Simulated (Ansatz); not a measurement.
**Mn3Sn: computed properties**

Computed with DFT PBE, scalar-relativistic, plane waves, PAW (Ansatz).

Settings: cutoff 420 eV, Γ-centred mesh 6×6×8 on the computed 8-atom cell, Gaussian smearing of 0.10 eV; collinear spin from starting moments 3.24 3.24 3.24 3.24 3.24 3.24 -0.14 -0.14 μB.

The structure is relaxed at this level of theory with its symmetry kept. Whether it is the stable form of this composition wasn't checked.

```xyz
8
Lattice="5.5797 0.0000 0.0000 -2.7899 4.8322 0.0000 0.0000 0.0000 4.4679" Properties=species:S:1:pos:R:3 pbc="T T T"
Mn    2.7899    3.2802    1.1170
Mn   -1.4458    4.0562    3.3510
Mn    1.3441    0.7760    1.1170
Mn    0.0000    1.5520    3.3510
Mn    4.2357    0.7760    1.1170
Mn    1.4458    4.0562    3.3510
Sn    0.0000    3.2215    1.1170
Sn    2.7899    1.6107    3.3510
```

Task: Formation energy from the elements' standard states (uncorrected)?

Result: +0.224 eV/atom.

Task: Density of states at the Fermi level?

Result: 8.95 states/eV per cell.

Task: Löwdin character within 0.5 eV of the Fermi level?

Result: Mn 3d 89 %.

Task: Bader charges (e)?

Result: Mn (6 in the cell) 0.10, Sn (2 in the cell) -0.31.

Task: Total moment?

Result: 17.76 μB per cell.

Task: Site moments (μB; atoms counted from 1 over the whole cell)?

Result: Mn (atom 1) 2.94, Mn (atom 2) 2.94, Mn (atom 3) 2.94, Mn (atom 4) 2.94, Mn (atom 5) 2.94, Mn (atom 6) 2.94, Sn (atom 7) -0.12, Sn (atom 8) -0.12.

The run saw a state lower than the one given here. Only parallel moments were tried here.

Only this magnetic start was tried.